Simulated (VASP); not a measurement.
# WC (I4/mmm) in VASP: further runs

One crystal, WC, is run at these levels: PBEsol; tasks: single point.

All numbers are computed with VASP 6.6.1; they aren't measurements. Logs are shortened: lines on timing, memory, paths and dates and some standing lists are left out, and cuts for length are marked.

**1. The cell of the first run**

It takes space group I4/mmm (No. 139, tetragonal). Conventional cell: a = 3.101 Å, b = 3.101 Å, c = 3.728 Å, α = 90.00°, β = 90.00°, γ = 90.00°. W (site symmetry 4/mmm) is surrounded by 2 C at 1.86 Å. Around C (site symmetry 4/mmm) lie 2 W at 1.86 Å.

Measurements of this composition are mostly on another form, of space group No. 187.

**2. Single point, PBEsol (strain -0.1500 x Voigt [1, 0, 0, 0, 0, 0], atoms carried along)**

Contents of INCAR:

```
SYSTEM = WC
PREC = Accurate
ENCUT = 520
EDIFF = 1E-6
ISMEAR = 0
SIGMA = 0.15
LREAL = .False.
LASPH = .True.
NELM = 80
ALGO = Fast
ISIF = 2
LWAVE = .False.
LCHARG = .False.
GGA = PS
NBANDS = 16
```

Contents of KPOINTS:

```
Automatic mesh
0
Gamma
  18 18 18
  0 0 0
```

Contents of POSCAR:

```
WC
1.0
    0.0000000000      2.1926840000      2.1926840000
    1.8637814000      0.0000000000      2.1926840000
    1.8637814000      2.1926840000      0.0000000000
W C
1 1
Direct
    0.0000000000      0.0000000000      0.0000000000
    0.5000000000      0.5000000000      0.5000000000
```

Potentials or basis: VASP PAW PBE potentials, release 64 (W_sv, C).

The run is started by

```bash
> cat potpaw_PBE.64/W_sv/POTCAR potpaw_PBE.64/C/POTCAR > POTCAR
> mpirun -np 1 vasp_std > vasp.out
```

OUTCAR:

```text
SYSTEM = WC
   PREC = Accurate
   ENCUT = 520
   EDIFF = 1E-6
   ISMEAR = 0
   LREAL = .False.
   LASPH = .True.
   NELM = 80
   ISIF = 2
   GGA = PS

 ion  position               nearest neighbor table
   1  0.000  0.000  0.000-   2 1.86   2 1.86   2 2.19   2 2.19   2 2.19   2 2.19
   2  0.500  0.500  0.500-   1 1.86   1 1.86   1 2.19   1 2.19   1 2.19   1 2.19

  LATTYP: Found a body centered tetragonal cell.
 ALAT       =     3.1009234508
 C/A-ratio  =     1.2020815280

  Lattice vectors:

 A1 = (  -1.8637814000,   0.0000000000,  -2.1926840000)
 A2 = (  -1.8637814000,   0.0000000000,   2.1926840000)
 A3 = (   1.8637814000,   2.1926840000,   0.0000000000)

Analysis of symmetry for initial positions (statically):
=====================================================================
 Subroutine PRICEL returns:
 Original cell was already a primitive cell.

 Routine SETGRP: Setting up the symmetry group for a
 body centered tetragonal supercell.

 Subroutine GETGRP returns: Found 16 space group operations
 (whereof 16 operations were pure point group operations)
 out of a pool of 16 trial point group operations.

The static configuration has the point symmetry D_4h.

Analysis of symmetry for dynamics (positions and initial velocities):
=====================================================================
 Subroutine PRICEL returns:
 Original cell was already a primitive cell.

 Routine SETGRP: Setting up the symmetry group for a
 body centered tetragonal supercell.

 Subroutine GETGRP returns: Found 16 space group operations
 (whereof 16 operations were pure point group operations)
 out of a pool of 16 trial point group operations.

The dynamic configuration has the point symmetry D_4h.

 Subroutine INISYM returns: Found 16 space group operations
 (whereof 16 operations are pure point group operations),
 and found     1 'primitive' translations

----------------------------------------------------------------------------------------

                                     Primitive cell

  volume of cell :      17.9216

  direct lattice vectors                    reciprocal lattice vectors
     0.000000000  2.192684000  2.192684000    -0.268271805  0.228031034  0.228031034
     1.863781400  0.000000000  2.192684000     0.268271805 -0.228031034  0.228031034
     1.863781400  2.192684000  0.000000000     0.268271805  0.228031034 -0.228031034

  length of vectors
     3.100923451  2.877767230  2.877767230     0.419483094  0.419483094  0.419483094

  position of ions in fractional coordinates (direct lattice)
     0.000000000  0.000000000  0.000000000
     0.500000000  0.500000000  0.500000000

  ion indices of the primitive-cell ions
   primitive index   ion index
                 1           1
                 2           2

----------------------------------------------------------------------------------------

 KPOINTS: Automatic mesh

Automatic generation of k-mesh.
 Grid dimensions read from file:
 generate k-points for:   18   18   18

 Generating k-lattice:

  Cartesian coordinates                     Fractional coordinates (reciprocal lattice)
    -0.014903989  0.012668391  0.012668391     0.055555556 -0.000000000 -0.000000000
     0.014903989 -0.012668391  0.012668391     0.000000000  0.055555556  0.000000000
     0.014903989  0.012668391 -0.012668391     0.000000000  0.000000000  0.055555556

  Length of vectors
     0.023304616  0.023304616  0.023304616

  Shift w.r.t. Gamma in fractional coordinates (k-lattice)
     0.000000000  0.000000000  0.000000000

 Subroutine IBZKPT returns following result:
 ===========================================

 Found    480 irreducible k-points:

 Following reciprocal coordinates:
            Coordinates               Weight
  0.000000  0.000000  0.000000      1.000000
  0.055556  0.000000  0.000000      8.000000
  0.111111  0.000000  0.000000      8.000000
  0.166667 -0.000000 -0.000000      8.000000
  0.222222  0.000000  0.000000      8.000000
  0.277778  0.000000  0.000000      8.000000
[... 16 lines left out ...]
 -0.277778  0.055556 -0.000000     16.000000
 -0.222222  0.055556 -0.000000     16.000000
 [... further k-points ...]
   k-points           NKPTS =    480   k-points in BZ     NKDIM =    480   number of bands    NBANDS=     16
   number of dos      NEDOS =    301   number of ions     NIONS =      2
   total plane-waves  NPLWV =  13824
   dimension x,y,z NGX =    24 NGY =   24 NGZ =   24
   dimension x,y,z NGXF=    48 NGYF=   48 NGZF=   48
   ions per type =               1   1
   NGX,Y,Z   is equivalent  to a cutoff of  12.87, 13.86, 13.86 a.u.
   NGXF,Y,Z  is equivalent  to a cutoff of  25.73, 27.73, 27.73 a.u.
 SYSTEM =  WC
   PREC   = accura    normal or accurate (medium, high low for compatibility)
   ISTART =      0    job   : 0-new  1-cont  2-samecut
   ICHARG =      2    charge: 1-file 2-atom 10-const
   ISPIN  =      1    spin polarized calculation?
   LNONCOLLINEAR =      F non collinear calculations
   LSORBIT =      F    spin-orbit coupling
   LASPH  =      T    aspherical Exc in radial PAW
   ENCUT  =  520.0 eV  38.22 Ry    6.18 a.u.   5.77  5.35  5.35*2*pi/ulx,y,z
   NELM   =     80;   NELMIN=  2; NELMDL= -5     # of ELM steps
   EDIFF  = 0.1E-05   stopping-criterion for ELM
   LREAL  =      F    real-space projection
   EDIFFG = 0.1E-04   stopping-criterion for IOM
   NSW    =      0    number of steps for IOM
   IBRION =     -1    ionic relax: 0-MD 1-quasi-New 2-CG
   NFREE  =      0    steps in history (QN), initial steepest desc. (CG)
   ISIF   =      2    stress and relaxation
   ISYM   =      2    0-nonsym 1-usesym 2-fastsym
   POTIM  = 0.5000    time-step for ionic-motion
   TEBEG  =    0.0;   TEEND  =   0.0 temperature during run
   PSTRESS=    0.0 pullay stress
   NELECT =      18.0000    total number of electrons
   NUPDOWN=      -1.0000    fix difference up-down
   EMIN   =  10.00;   EMAX   =-10.00  energy-range for DOS
   EFERMI =   0.00;   METHOD = LEGACY
   ISMEAR =     0;   SIGMA  =   0.15  broadening in eV -4-tet -1-fermi 0-gaus
   EFERMI_NEDOS =   21; number of points for ismear=-14 and -15
   IALGO  =     68    algorithm
   IMIX   =      4    mixing-type and parameters
     AMIX     =   0.40;   BMIX     =  1.00
     AMIX_MAG =   1.60;   BMIX_MAG =  1.00
  volume/ion in A,a.u.               =       8.96        60.47
  Fermi-wavevector in a.u.,A,eV,Ry     =   1.639482  3.098172 36.571115  2.687901
  Thomas-Fermi vector in A             =   2.730280
   LORBIT       =      0    0 simple, 1 ext, 2 COOP (PROOUT), +10 PAW based schemes
   GGA     = PS    functional components
   LHFCALC =     F    Hartree Fock is set to
   AEXX    =    0.0000 exact exchange contribution
   IVDW    =     0    specifies the selected vdW correction
   LEPSILON=     F    determine dielectric tensor
   LRPA    =     F    only Hartree local field effects (RPA)
 non-spin polarized calculation
 RMM-DIIS sequential band-by-band and
 Gauss-broadening in eV      SIGMA  =   0.15
  energy-cutoff  :      520.00
  volume of cell :       17.92
 maximum number of plane-waves:       495
   NGX = 11   NGY = 11   NGZ = 11

 number of electron      17.9999998 magnetization

 Free energy of the ion-electron system (eV)
  ---------------------------------------------------
  ext. energy  EPLUGINS =         0.00000000
  ---------------------------------------------------
  free energy    TOTEN  =       -21.17290712 eV

  energy without entropy =      -21.16277149  energy(sigma->0) =      -21.16783930

 E-fermi :  14.8050     XC(G=0): -14.7186

 val. band max:       14.8029304945   @ k =  -0.2778   0.0556  -0.0000
 cond. band min:      14.8162959842   @ k =  -0.4444   0.1111   0.1111
 fundamental gap:      0.0133654897
 Fermi energy:        14.8050117479

 k-point     1 :       0.0000    0.0000    0.0000
  band No.  band energies     occupation
      1     -60.2761      2.00000
      2     -24.5267      2.00000
      3     -24.2070      2.00000
      4     -24.2070      2.00000
      5      -2.4012      2.00000
      6      10.8629      2.00000
[... 8 lines left out ...]
     15      25.5780      0.00000
     16      37.9196      0.00000

 k-point     2 :       0.0556    0.0000    0.0000
  band No.  band energies     occupation
      1     -60.2735      2.00000
      2     -24.5433      2.00000
      3     -24.2259      2.00000
      4     -24.2145      2.00000
      5      -2.2875      2.00000
      6      10.6203      2.00000
[... 8 lines left out ...]
     15      25.7616      0.00000
     16      37.2225      0.00000

 k-point     3 :       0.1111    0.0000    0.0000
  band No.  band energies     occupation
      1     -60.2661      2.00000
      2     -24.6018      2.00000
      3     -24.2683      2.00000
      4     -24.2361      2.00000
      5      -1.9550      2.00000
      6       9.8752      2.00000
[... 8 lines left out ...]
     15      26.2602      0.00000
     16      35.6920      0.00000

 k-point     4 :       0.1667   -0.0000   -0.0000
  band No.  band energies     occupation
      1     -60.2546      2.00000
      2     -24.7159      2.00000
      3     -24.3058      2.00000
      4     -24.2690      2.00000
      5      -1.4273      2.00000
      6       8.8839      2.00000
[... 8 lines left out ...]
     15      27.0522      0.00000
     16      34.1440      0.00000
[... 324 lines left out ...]
 k-point    22 :      -0.3333    0.0556   -0.0000
  band No.  band energies     occupation
      1     -60.2050      2.00000
      2     -25.2826      2.00000
      3     -24.4226      2.00000
      4     -24.3398      2.00000
      5       1.4533      2.00000
      6       5.8356      2.00000
[... 8 lines left out ...]
     15      29.1821      0.00000
     16      30.9987      0.00000

 k-point    23 :      -0.2778    0.0556   -0.0000
  band No.  band energies     occupation
      1     -60.2181      2.00000
      2     -25.1336      2.00000
      3     -24.3852      2.00000
      4     -24.3332      2.00000
      5       0.5577      2.00000
      6       6.6526      2.00000
[... 8 lines left out ...]
     15      29.9557      0.00000
     16      31.7062      0.00000

 k-point    24 :      -0.2222    0.0556   -0.0000
  band No.  band energies     occupation
      1     -60.2327      2.00000
      2     -24.9650      2.00000
      3     -24.3419      2.00000
      4     -24.3237      2.00000
      5      -0.2874      2.00000
      6       7.4727      2.00000
[... 8 lines left out ...]
     15      29.0319      0.00000
     16      33.3661      0.00000

 [... further k-points ...]

------------------------ aborting loop because EDIFF is reached ----------------------------------------

  FORCE on cell =-STRESS in cart. coord.  units (eV):
  Direction    XX          YY          ZZ          XY          YZ          ZX
  --------------------------------------------------------------------------------------
  -------------------------------------------------------------------------------------
  Total       28.3538919      2.9986586      2.9986586      0.0000000      0.0000000      0.0000000
  in kB     2534.8145902    268.0776113    268.0776113      0.0000000      0.0000000      0.0000000
  external PRESSURE =    1023.6566042 kB  Pullay stress =       0.0000000 kB

 VOLUME and BASIS-vectors are now :
 -----------------------------------------------------------------------------
  energy-cutoff  :      520.00
  volume of cell :       17.92
      direct lattice vectors                 reciprocal lattice vectors
     0.000000000  2.192684000  2.192684000    -0.268271805  0.228031034  0.228031034
     1.863781400  0.000000000  2.192684000     0.268271805 -0.228031034  0.228031034
     1.863781400  2.192684000  0.000000000     0.268271805  0.228031034 -0.228031034

 POSITION                                       TOTAL-FORCE (eV/Angst)
 -----------------------------------------------------------------------------------
      0.00000      0.00000      0.00000        -0.000000     -0.000000      0.000000
      1.86378      2.19268      2.19268         0.000000      0.000000     -0.000000
 -----------------------------------------------------------------------------------
    total drift:                                0.000000     -0.000000     -0.000000

  FREE ENERGIE OF THE ION-ELECTRON SYSTEM (eV)
  ---------------------------------------------------
  free  energy   TOTEN  =       -21.1729071195 eV

  energy  without entropy=      -21.1627714861  energy(sigma->0) =      -21.16783930
```

Run time: 66 s. Hardware: 1 thread of Intel Xeon Platinum 8559C (Emerald Rapids), shared host; peak memory 0.25 GiB.

Results:

* Free energy: -21.1729 eV
* Pressure: 102.4 GPa
* Band gap on the k mesh: none (metal or under the smearing width)

Stress tensor (GPa, compression positive):
```
253.48   0.00   0.00
  0.00  26.81   0.00
  0.00   0.00  26.81
```

Levels at points of the mesh, in eV from the Fermi level:
```tsv
k point	band 6	band 7	band 8	band 9	band 10	band 11	band 12	band 13
(0.00, 0.00, 0.00)	-3.94	-3.94	-2.26	-1.86	-1.86	-1.65	-1.44	-0.12
(0.50, 0.00, 0.00)	-11.01	-8.28	-8.03	0.72	2.67	3.92	4.97	8.75
(0.50, 0.50, 0.00)	-6.85	-6.54	-2.84	-1.22	0.26	2.08	3.62	6.57
(0.00, 0.50, 0.50)	-7.24	-3.73	-3.55	-3.55	1.73	2.81	2.81	8.30
```

Caveat: the cell as given lies far from equilibrium; so large a pressure means that the cell lies far from this level's equilibrium, or that cutoff or potentials fall short; the potentials were made for another functional, which shifts forces and pressure.

**3. Single point, PBEsol (strain +0.0750 x Voigt [1, 0, 0, 0, 0, 0], atoms carried along)**

Contents of INCAR:

```
SYSTEM = WC
PREC = Accurate
ENCUT = 520
EDIFF = 1E-7
ISMEAR = 0
SIGMA = 0.15
LREAL = .FALSE.
LASPH = .TRUE.
NELM = 80
ALGO = Fast
ISIF = 2
LWAVE = .FALSE.
LCHARG = .FALSE.
GGA = PS
NBANDS = 16
```

Contents of KPOINTS:

```
regular mesh
0
G
  18 18 18
  0 0 0
```

Contents of POSCAR:

```
WC
1.0
    0.0000000000      2.1926840000      2.1926840000
    2.3571353000      0.0000000000      2.1926840000
    2.3571353000      2.1926840000      0.0000000000
W C
1 1
Direct
    0.0000000000      0.0000000000      0.0000000000
    0.5000000000      0.5000000000      0.5000000000
```

Potentials or basis: VASP PAW PBE potentials, release 64 (W_sv, C).

The run is started by

```bash
> cat potpaw_PBE.64/W_sv/POTCAR potpaw_PBE.64/C/POTCAR > POTCAR
> mpirun -np 1 vasp_std > vasp.out
```

It took 81 s on 1 thread of Intel Xeon Platinum 8559C (Emerald Rapids), shared host; peak memory 0.28 GiB.

Results (log left out):

```
Free energy            : -22.7089 eV
Pressure               : -27.3 GPa
Band gap on the k mesh : none (metal or under the smearing width)
```

Stress tensor (GPa, compression positive):
```
-41.35   0.00   0.00
  0.00 -20.24   0.00
  0.00   0.00 -20.24
```

Levels at points of the mesh, in eV from the Fermi level:
```
           k point  band 7  band 8  band 9  band 10  band 11  band 12
(0.00, 0.00, 0.00)   -2.16   -2.16   -1.45    -1.00    -0.79    -0.79
(0.50, 0.00, 0.00)   -6.15   -6.04    0.75     1.19     2.18     4.75
(0.50, 0.50, 0.00)   -5.09   -2.44   -2.42     0.66     1.61     2.42
(0.00, 0.50, 0.50)   -5.21   -2.00   -2.00     0.71     1.99     1.99
```

Caveat: so large a pressure means that the cell lies far from this level's equilibrium, or that cutoff or potentials fall short; the potentials were made for another functional, which shifts forces and pressure.

**4. Single point, PBEsol (strain -0.0375 x Voigt [1, 0, 0, 0, 0, 0], atoms carried along)**

Contents of INCAR:

```
ALGO     = Fast           # electronic algorithm
EDIFF    = 1E-6           # SCF threshold, eV
ENCUT    = 520            # plane-wave cutoff, eV
GGA      = PS             # functional
ISIF     = 2              # what is computed and relaxed
ISMEAR   = 0              # smearing method
LASPH    = T              # aspherical terms in the spheres
LCHARG   = T              # write CHGCAR
LELF     = T              # ELF
LREAL    = F              # projectors in reciprocal space
LVHAR    = T            
LWAVE    = F              # write WAVECAR
NBANDS   = 16             # bands
NELM     = 100            # most SCF steps
PREC     = Accurate       # precision mode
SIGMA    = 0.15           # smearing width, eV
```

Contents of KPOINTS:

```
k-points
0
Gamma
  18 18 18
```

Contents of POSCAR:

```
WC
1.0
    0.0000000000      2.1926840000      2.1926840000
    2.1104583500      0.0000000000      2.1926840000
    2.1104583500      2.1926840000      0.0000000000
W C
1 1
Direct
    0.0000000000      0.0000000000      0.0000000000
    0.5000000000      0.5000000000      0.5000000000
```

The run is started by

```bash
> cat potpaw_PBE.64/W_sv/POTCAR potpaw_PBE.64/C/POTCAR > POTCAR
> mpirun -np 1 vasp_std > vasp.out
```

Wall time 65 s (1 thread of Intel Xeon Platinum 8559C (Emerald Rapids), shared host); peak memory 0.26 GiB.

Results (log left out):

```
Free energy            : -22.9558 eV
Pressure               : 6.8 GPa
Band gap on the k mesh : none (metal or under the smearing width)
```

Stress tensor (GPa, compression positive):
```
25.20  0.00  0.00
 0.00 -2.41  0.00
 0.00  0.00 -2.41
```

Levels at points of the mesh, in eV from the Fermi level:
| k point | band 6 | band 7 | band 8 | band 9 | band 10 | band 11 | band 12 | band 13 |
| --- | --- | --- | --- | --- | --- | --- | --- | --- |
| (0.00, 0.00, 0.00) | -3.05 | -3.05 | -2.57 | -1.24 | -1.17 | -1.17 | -0.95 | -0.84 |
| (0.50, 0.00, 0.00) | -10.14 | -6.90 | -6.83 | 0.98 | 1.32 | 2.54 | 4.95 | 8.78 |
| (0.50, 0.50, 0.00) | -6.06 | -5.82 | -2.51 | -2.36 | 0.86 | 2.23 | 2.65 | 5.61 |
| (0.00, 0.50, 0.50) | -6.10 | -5.34 | -2.71 | -2.71 | 0.99 | 2.44 | 2.44 | 6.21 |

Caveat: the PAW data sets were made with another functional, which shifts forces and pressure a little.

**5. The runs side by side**

| cell | further INCAR settings | gap on the mesh (eV) | pressure (GPa) |
| --- | --- | --- | --- |
| strain -0.1500 x Voigt [1, 0, 0, 0, 0, 0], atoms carried along | ALGO = Fast; EDIFF = 1e-06; NBANDS = 16 | none | 102.4 |
| strain +0.0750 x Voigt [1, 0, 0, 0, 0, 0], atoms carried along | ALGO = Fast; EDIFF = 1e-07; NBANDS = 16 | none | -27.3 |
| strain -0.0375 x Voigt [1, 0, 0, 0, 0, 0], atoms carried along | ALGO = Fast; EDIFF = 1e-06; NBANDS = 16 | none | 6.8 |

Alike in all rows: task single point; level PBEsol; potentials or basis VASP PAW PBE potentials, release 64 (W_sv, C); no spin polarisation; k mesh 18 × 18 × 18; cutoff (eV) 520; smearing gaussian 0.15 eV.

Caveats: so large a pressure means that the cell lies far from this level's equilibrium, or that cutoff or potentials fall short (some runs); the potentials were made for another functional, which shifts forces and pressure (some runs); the cell as given lies far from equilibrium (some runs); the PAW data sets were made with another functional, which shifts forces and pressure a little (some runs).

Total energies depend on the potentials used, so only differences within one code and one set of settings carry meaning.
